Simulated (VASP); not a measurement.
# KBr (Fm-3m) in VASP: further runs

Aim: see how the results for KBr move with the level of theory and the settings. Levels: LDA, PBE+D3(BJ). Tasks: relaxation of cell and atoms.

Everything below comes from runs of VASP 6.6.1. Logs are shortened: lines on timing, memory, paths and dates and some standing lists are left out, and cuts for length are marked.

## 1. The structure

Symmetry: Fm-3m, No. 225, cubic system. Conventional cell: a = 6.600 Å, b = 6.600 Å, c = 6.600 Å, α = 90.00°, β = 90.00°, γ = 90.00°. Around K (site symmetry m-3m) lie 6 Br at 3.30 Å. Br (site symmetry m-3m) has 6 K at 3.30 Å as nearest neighbours.

## 2. Relaxation of cell and atoms, LDA

Input file INCAR:

```
  PREC = Accurate
  ENCUT = 600
  EDIFF = 1E-6
  ISMEAR = 0
  SIGMA = 0.03
  LREAL = False
  LASPH = True
  NELM = 80
  ALGO = Normal
  ISIF = 3
  LWAVE = False
  LCHARG = False
  GGA = CA
  IBRION = 2
  NSW = 90
  EDIFFG = -0.01
```

Input file KPOINTS:

```
regular mesh
0
Gamma
  8 8 8
```

Input file POSCAR:

```
KBr
1.0
    0.0000000000      3.3000000000      3.3000000000
    3.3000000000      0.0000000000      3.3000000000
    3.3000000000      3.3000000000      0.0000000000
K Br
1 1
Direct
    0.0000000000      0.0000000000      0.0000000000
    0.5000000000      0.5000000000      0.5000000000
```

Potentials or basis: VASP PAW LDA potentials, release 64 (K_sv, Br).

The run is started by

```
cat potpaw_LDA.64/K_sv/POTCAR potpaw_LDA.64/Br/POTCAR > POTCAR
mpirun -np 1 vasp_std > vasp.out
```

OUTCAR:

```text
PREC = Accurate
   ENCUT = 600
   EDIFF = 1E-6
   ISMEAR = 0
   LREAL = False
   LASPH = True
   NELM = 80
   ISIF = 3
   GGA = CA
   IBRION = 2
   NSW = 90
   EDIFFG = -0.01

 ion  position               nearest neighbor table
   1  0.000  0.000  0.000-   2 3.30   2 3.30   2 3.30   2 3.30   2 3.30   2 3.30
   2  0.500  0.500  0.500-   1 3.30   1 3.30   1 3.30   1 3.30   1 3.30   1 3.30

  LATTYP: Found a face centered cubic cell.
 ALAT       =     6.6000000000

  Lattice vectors:

 A1 = (   0.0000000000,   3.3000000000,   3.3000000000)
 A2 = (   3.3000000000,   0.0000000000,   3.3000000000)
 A3 = (   3.3000000000,   3.3000000000,   0.0000000000)

Analysis of symmetry for initial positions (statically):
=====================================================================
 Subroutine PRICEL returns:
 Original cell was already a primitive cell.

 Routine SETGRP: Setting up the symmetry group for a
 face centered cubic supercell.

 Subroutine GETGRP returns: Found 48 space group operations
 (whereof 48 operations were pure point group operations)
 out of a pool of 48 trial point group operations.

The static configuration has the point symmetry O_h .

Analysis of symmetry for dynamics (positions and initial velocities):
=====================================================================
 Subroutine PRICEL returns:
 Original cell was already a primitive cell.

 Routine SETGRP: Setting up the symmetry group for a
 face centered cubic supercell.

 Subroutine GETGRP returns: Found 48 space group operations
 (whereof 48 operations were pure point group operations)
 out of a pool of 48 trial point group operations.

The dynamic configuration has the point symmetry O_h .

 Subroutine INISYM returns: Found 48 space group operations
 (whereof 48 operations are pure point group operations),
 and found     1 'primitive' translations

----------------------------------------------------------------------------------------

                                     Primitive cell

  volume of cell :      71.8740

  direct lattice vectors                    reciprocal lattice vectors
     0.000000000  3.300000000  3.300000000    -0.151515152  0.151515152  0.151515152
     3.300000000  0.000000000  3.300000000     0.151515152 -0.151515152  0.151515152
     3.300000000  3.300000000  0.000000000     0.151515152  0.151515152 -0.151515152

  length of vectors
     4.666904756  4.666904756  4.666904756     0.262431941  0.262431941  0.262431941

  position of ions in fractional coordinates (direct lattice)
     0.000000000  0.000000000  0.000000000
     0.500000000  0.500000000  0.500000000

  ion indices of the primitive-cell ions
   primitive index   ion index
                 1           1
                 2           2

----------------------------------------------------------------------------------------

 KPOINTS: regular mesh

Automatic generation of k-mesh.
 Grid dimensions read from file:
 generate k-points for:    8    8    8

 Generating k-lattice:

  Cartesian coordinates                     Fractional coordinates (reciprocal lattice)
    -0.018939394  0.018939394  0.018939394     0.125000000  0.000000000  0.000000000
     0.018939394 -0.018939394  0.018939394     0.000000000  0.125000000  0.000000000
     0.018939394  0.018939394 -0.018939394     0.000000000  0.000000000  0.125000000

  Length of vectors
     0.032803993  0.032803993  0.032803993

  Shift w.r.t. Gamma in fractional coordinates (k-lattice)
     0.000000000  0.000000000  0.000000000

 Subroutine IBZKPT returns following result:
 ===========================================

 Found     29 irreducible k-points:

 Following reciprocal coordinates:
            Coordinates               Weight
  0.000000  0.000000  0.000000      1.000000
  0.125000  0.000000  0.000000      8.000000
  0.250000  0.000000  0.000000      8.000000
  0.375000  0.000000  0.000000      8.000000
  0.500000  0.000000  0.000000      4.000000
  0.125000  0.125000  0.000000      6.000000
[... 16 lines left out ...]
  0.500000  0.250000  0.125000     48.000000
 -0.375000  0.250000  0.125000     24.000000
 [... further k-points ...]
   k-points           NKPTS =     29   k-points in BZ     NKDIM =     29   number of bands    NBANDS=     12
   number of dos      NEDOS =    301   number of ions     NIONS =      2
   total plane-waves  NPLWV =  64000
   dimension x,y,z NGX =    40 NGY =   40 NGZ =   40
   dimension x,y,z NGXF=    80 NGYF=   80 NGZF=   80
   ions per type =               1   1
   NGX,Y,Z   is equivalent  to a cutoff of  14.25, 14.25, 14.25 a.u.
   NGXF,Y,Z  is equivalent  to a cutoff of  28.50, 28.50, 28.50 a.u.
 SYSTEM =  unknown system
   PREC   = accura    normal or accurate (medium, high low for compatibility)
   ISTART =      0    job   : 0-new  1-cont  2-samecut
   ICHARG =      2    charge: 1-file 2-atom 10-const
   ISPIN  =      1    spin polarized calculation?
   LNONCOLLINEAR =      F non collinear calculations
   LSORBIT =      F    spin-orbit coupling
   LASPH  =      T    aspherical Exc in radial PAW
   ENCUT  =  600.0 eV  44.10 Ry    6.64 a.u.   9.32  9.32  9.32*2*pi/ulx,y,z
   NELM   =     80;   NELMIN=  2; NELMDL= -5     # of ELM steps
   EDIFF  = 0.1E-05   stopping-criterion for ELM
   LREAL  =      F    real-space projection
   EDIFFG = -.1E-01   stopping-criterion for IOM
   NSW    =     90    number of steps for IOM
   IBRION =      2    ionic relax: 0-MD 1-quasi-New 2-CG
   NFREE  =      1    steps in history (QN), initial steepest desc. (CG)
   ISIF   =      3    stress and relaxation
   ISYM   =      2    0-nonsym 1-usesym 2-fastsym
   POTIM  = 0.5000    time-step for ionic-motion
   TEBEG  =    0.0;   TEEND  =   0.0 temperature during run
   PSTRESS=    0.0 pullay stress
   NELECT =      16.0000    total number of electrons
   NUPDOWN=      -1.0000    fix difference up-down
   EMIN   =  10.00;   EMAX   =-10.00  energy-range for DOS
   EFERMI =   0.00;   METHOD = LEGACY
   ISMEAR =     0;   SIGMA  =   0.03  broadening in eV -4-tet -1-fermi 0-gaus
   EFERMI_NEDOS =   21; number of points for ismear=-14 and -15
   IALGO  =     38    algorithm
   IMIX   =      4    mixing-type and parameters
     AMIX     =   0.40;   BMIX     =  1.00
     AMIX_MAG =   1.60;   BMIX_MAG =  1.00
  volume/ion in A,a.u.               =      35.94       242.51
  Fermi-wavevector in a.u.,A,eV,Ry     =   0.992181  1.874950 13.393889  0.984423
  Thomas-Fermi vector in A             =   2.123975
   LORBIT       =      0    0 simple, 1 ext, 2 COOP (PROOUT), +10 PAW based schemes
   GGA     = CA    functional components
   LHFCALC =     F    Hartree Fock is set to
   AEXX    =    0.0000 exact exchange contribution
   IVDW    =     0    specifies the selected vdW correction
   LEPSILON=     F    determine dielectric tensor
   LRPA    =     F    only Hartree local field effects (RPA)
 conjugate gradient relaxation of ions
 non-spin polarized calculation
 Gauss-broadening in eV      SIGMA  =   0.03
  energy-cutoff  :      600.00
  volume of cell :       71.87
 maximum number of plane-waves:      2421
 NGX is ok and might be reduce to    40
   NGX = 19   NGY = 19   NGZ = 19

--------------------------------------- Ionic step        1  -------------------------------------------

 number of electron      16.0000000 magnetization

 Free energy of the ion-electron system (eV)
  ---------------------------------------------------
  ext. energy  EPLUGINS =         0.00000000
  ---------------------------------------------------
  free energy    TOTEN  =        -6.79745152 eV

  energy without entropy =       -6.79745152  energy(sigma->0) =       -6.79745152

------------------------ aborting loop because EDIFF is reached ----------------------------------------

  FORCE on cell =-STRESS in cart. coord.  units (eV):
  Direction    XX          YY          ZZ          XY          YZ          ZX
  --------------------------------------------------------------------------------------
  -------------------------------------------------------------------------------------
  Total       -0.7136994     -0.7136994     -0.7136994      0.0000000     -0.0000000      0.0000000
  in kB      -15.9094107    -15.9094107    -15.9094107      0.0000000     -0.0000000      0.0000000
  external PRESSURE =     -15.9094107 kB  Pullay stress =       0.0000000 kB
[... 93 lines left out ...]
  energy  without entropy=       -6.8349684281  energy(sigma->0) =       -6.83496843

--------------------------------------- Ionic step        4  -------------------------------------------

 number of electron      15.9999999 magnetization

 Free energy of the ion-electron system (eV)
  ---------------------------------------------------
  ext. energy  EPLUGINS =         0.00000000
  ---------------------------------------------------
  free energy    TOTEN  =        -6.83501347 eV

  energy without entropy =       -6.83501347  energy(sigma->0) =       -6.83501347

 E-fermi :  -1.3059     XC(G=0):  -8.2967

 val. band max:       -1.4682470056   @ k =   0.0000   0.0000   0.0000
 cond. band min:       2.8471461047   @ k =   0.0000   0.0000   0.0000
 fundamental gap:      4.3153931103
 Fermi energy:        -1.3059030291

 k-point     1 :       0.0000    0.0000    0.0000
  band No.  band energies     occupation
      1     -28.6867      2.00000
      2     -13.9292      2.00000
      3     -12.4118      2.00000
      4     -12.4118      2.00000
      5     -12.4118      2.00000
      6      -1.4682      2.00000
      7      -1.4682      2.00000
      8      -1.4682      2.00000
      9       2.8471      0.00000
     10       5.8722      0.00000
     11       5.8722      0.00000
     12       5.8722      0.00000
[... 331 lines left out ...]
 k-point    24 :      -0.3750    0.2500    0.1250
  band No.  band energies     occupation
      1     -28.6742      2.00000
      2     -14.0272      2.00000
      3     -12.4686      2.00000
      4     -12.4445      2.00000
      5     -12.2225      2.00000
      6      -2.6632      2.00000
      7      -2.0515      2.00000
      8      -1.9329      2.00000
      9       5.4071      0.00000
     10       6.2204      0.00000
     11       7.5810      0.00000
     12       7.9059      0.00000

 [... further k-points ...]

------------------------ aborting loop because EDIFF is reached ----------------------------------------

  FORCE on cell =-STRESS in cart. coord.  units (eV):
  Direction    XX          YY          ZZ          XY          YZ          ZX
  --------------------------------------------------------------------------------------
  -------------------------------------------------------------------------------------
  Total        0.0044487      0.0044487      0.0044487     -0.0000000     -0.0000000      0.0000000
  in kB        0.1096901      0.1096901      0.1096901     -0.0000000     -0.0000000      0.0000000
  external PRESSURE =       0.1096901 kB  Pullay stress =       0.0000000 kB
[... 17 lines left out ...]
  FREE ENERGIE OF THE ION-ELECTRON SYSTEM (eV)
  ---------------------------------------------------
  free  energy   TOTEN  =        -6.8350134748 eV

  energy  without entropy=       -6.8350134748  energy(sigma->0) =       -6.83501347

 reached required accuracy - stopping structural energy minimisation
```

It took 48 s on 1 thread of Intel Xeon 6975P-C (Granite Rapids), shared host; peak memory 0.21 GiB.

Results:

```
Free energy                            : -6.8350 eV
Relaxed volume                         : 32.49 Å³/atom
Relaxed cell                           : a = 4.513 Å, b = 4.513 Å, c = 4.513 Å, α = 60.00°, β = 60.00°, γ = 60.00°
Space group after relaxing (to 0.05 Å) : Fm-3m (No. 225)
Energy gained by relaxing              : 18.8 meV/atom
Ionic steps                            : 4
Pressure after relaxing                : 0.0 GPa
Band gap on the k mesh                 : 4.32 eV, direct
```

The path:
| step | energy change (eV) | largest force (eV/Å) | pressure (GPa) | volume (Å³) |
| --- | --- | --- | --- | --- |
| 1 | 0.0000 | 0.0000 | -1.59 | 71.87 |
| 2 | -0.0284 | 0.0000 | -0.87 | 68.23 |
| 3 | -0.0375 | 0.0000 | -0.07 | 65.22 |
| 4 | -0.0376 | 0.0000 | 0.01 | 64.98 |

Final structure:
```
K Br
1.0
     0.00000    3.19091    3.19091
     3.19091    0.00000    3.19091
     3.19091    3.19091    0.00000
K Br
1 1
Direct
  0.00000 0.00000 0.00000
  0.50000 0.50000 0.50000
```

A k mesh can miss the band edges. Zero-point motion and thermal expansion aren't in these numbers.

## 3. Relaxation of cell and atoms, LDA

This run uses another cell than the first one, of 32.49 Å³/atom, 0.904 times its volume.

INCAR: that of step 2 with these lines changed.

```diff
@@ -2,3 +2,3 @@
   ENCUT = 600
-  EDIFF = 1E-6
+  EDIFF = 1E-7
   ISMEAR = 0
@@ -15,2 +15,2 @@
   NSW = 90
-  EDIFFG = -0.01
+  EDIFFG = -0.005
```

KPOINTS is that of step 2.

Input file POSCAR:

```
KBr                                     
1.0
    0.0000000000      3.1909146434      3.1909146434
    3.1909146434      0.0000000000      3.1909146434
    3.1909146434      3.1909146434      0.0000000000
  K               Br            
     1     1
Direct
     1.0000000000000000    0.0000000000000000    0.0000000000000000
     0.5000000000000000    0.5000000000000000    0.5000000000000000
```

Potentials or basis: VASP PAW LDA potentials, release 64 (K_sv, Br).

The run is started by

```
cat potpaw_LDA.64/K_sv/POTCAR potpaw_LDA.64/Br/POTCAR > POTCAR
mpirun -np 1 vasp_std > vasp.out
```

Wall time 11 s (1 thread of Intel Xeon 6975P-C (Granite Rapids), shared host); peak memory 0.18 GiB.

Results (log left out):

* Free energy: -6.8348 eV
* Pressure after relaxing: 0.0 GPa
* Band gap on the k mesh: 4.32 eV, direct

Final structure:
```xyz
2
Lattice="0.0000 3.1909 3.1909 3.1909 0.0000 3.1909 3.1909 3.1909 0.0000" Properties=species:S:1:pos:R:3 pbc="T T T"
K     0.0000    0.0000    0.0000
Br    3.1909    3.1909    3.1909
```

Levels at points of the mesh, in eV from the valence-band top:
| k point | band 5 | band 6 | band 7 | band 8 | band 9 | band 10 | band 11 | band 12 |
| --- | --- | --- | --- | --- | --- | --- | --- | --- |
| (0.00, 0.00, 0.00) | -10.94 | 0.00 | 0.00 | 0.00 | 4.32 | 7.34 | 7.34 | 7.34 |
| (0.50, 0.00, 0.00) | -10.65 | -1.47 | -0.45 | -0.45 | 6.46 | 8.29 | 9.78 | 9.78 |
| (0.50, 0.50, 0.00) | -11.00 | -0.96 | -0.33 | -0.33 | 5.41 | 7.24 | 9.35 | 9.71 |

Caveat: the relaxation stopped at its first step, so nothing moved.

(Continued in part 2 of 2.)
